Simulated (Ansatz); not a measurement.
GeO$_{2}$ (rutile)

Space group P4₂/mnm (No. 136); a = b = 4.411 Å, c = 2.870 Å, α = β = γ = 90.00°

```tsv
atom	site	symmetry	x	y	z
Ge	2a	m.mm	0.0000	0.0000	0.0000
O	4f	m.2m	0.3060	0.3060	0.0000
```

The volume is varied about the relaxed value V₀ at fixed cell shape. The atoms relax within the cell's symmetry.

Level of theory: r2SCAN (plane waves to 500 eV, PAW, scalar-relativistic; Ansatz, a first-principles code). k mesh 8×8×11 (Γ-centred), Fermi-Dirac smearing 0.05 eV. Energies are smeared free energies. GeO2 was relaxed with its symmetry unable to fall. ΔE is measured from the relaxed starting cell.

Task: What ΔE (eV/atom) does the calculation give at V/V₀ = 0.920, 0.940, 0.980, 1.020, 1.040, 1.060, 1.080, 1.100?

Result: 
```json
[
 {"V/V₀": "0.920", "ΔE (eV/atom)": "0.0565"},
 {"V/V₀": "0.940", "ΔE (eV/atom)": "0.0305"},
 {"V/V₀": "0.980", "ΔE (eV/atom)": "0.0031"},
 {"V/V₀": "1.020", "ΔE (eV/atom)": "0.0029"},
 {"V/V₀": "1.040", "ΔE (eV/atom)": "0.0111"},
 {"V/V₀": "1.060", "ΔE (eV/atom)": "0.0241"},
 {"V/V₀": "1.080", "ΔE (eV/atom)": "0.0413"},
 {"V/V₀": "1.100", "ΔE (eV/atom)": "0.0622"}
]
```

(A scan under strain: stresses follow from slopes of the energy per volume, elastic moduli from its curvatures.)
